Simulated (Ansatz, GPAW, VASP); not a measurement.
# PbS: 4 runs at one level of theory

```
Pb S
1.0
     0.00000    2.96575    2.96575
     2.96575    0.00000    2.96575
     2.96575    2.96575    0.00000
Pb S
1 1
Direct
  0.00000 0.00000 0.00000
  0.50000 0.50000 0.50000
```

Alike in all runs: task single point; functional PBE; k mesh 8 × 8 × 8; occupations gaussian, width 0.015 eV; no spin polarisation; no spin-orbit coupling. Pressure is positive in compression and, in plane waves, holds the error of the finite cutoff, which Ansatz's Pulay term estimates and takes out.

```tsv
program and potentials	plane-wave cutoff (eV)	notes	band gap (eV)	pressure (GPa)
Ansatz, Ansatz PAW	420	-	0.36	2.23
VASP, PBE PAW files Pb_d, S, 520 eV	520	-	0.36	2.14
Ansatz, all-electron LAPW, scalar-relativistic	-	-	?	?
GPAW, GPAW PAW data sets (gpaw-data 1.2.1)	600	-	0.31	2.00
```

Estimate from the other rows what the run with Ansatz, all-electron LAPW, scalar-relativistic gave.

Band gap 0.36 eV; pressure 2.24 GPa. The other rows, which needn't bracket it: band gap 0.31 to 0.36; pressure 2.00 to 2.23.
